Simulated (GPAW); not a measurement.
Mg2ZnO3:

```xyz
6
Lattice="3.0330 0.0000 0.0000 -1.5165 2.6267 0.0000 0.0000 0.0000 7.4033" Properties=species:S:1:pos:R:3 pbc="T T T"
Zn    0.0000    0.0000    0.0000
Mg    1.5165    0.8756    2.4742
Mg    0.0000    1.7511    4.9291
O     0.0000    0.0000    3.7017
O     1.5165    0.8756    6.1254
O     0.0000    1.7511    1.2780
```

The cell comes from a database or a generator and needn't be the stable form of this composition.

Base run:

| Item | Value |
| --- | --- |
| Program | GPAW 26.7.0 |
| Functional | PBEsol |
| Potentials or basis | PAW data sets generated in the run's folder for this functional |
| Cutoff | 800 eV |
| Basis | pw |
| k mesh | 7 × 7 × 3 |
| Occupations | fermi-dirac, width 0.05 eV |
| Spin | no spin polarisation |

Its results: band gap on the k mesh 2.83 eV, indirect (least direct gap 2.90 eV); pressure -5.5 GPa; largest force 0.211 eV/Å.

Task: The run is repeated on the same cell with these changes: functional from PBEsol to r2SCAN; potentials or basis from PAW data sets generated in the run's folder for this functional to GPAW PAW data sets (gpaw-data 1.2.1). What comes out?

Result: Band gap on the k mesh 3.63 eV, indirect (least direct gap 3.70 eV); pressure -6.1 GPa; largest force 0.168 eV/Å.

Caveats: the PAW data sets were made with another functional, which shifts forces and pressure a little (some runs).

Not every run made on this cell is shown here.
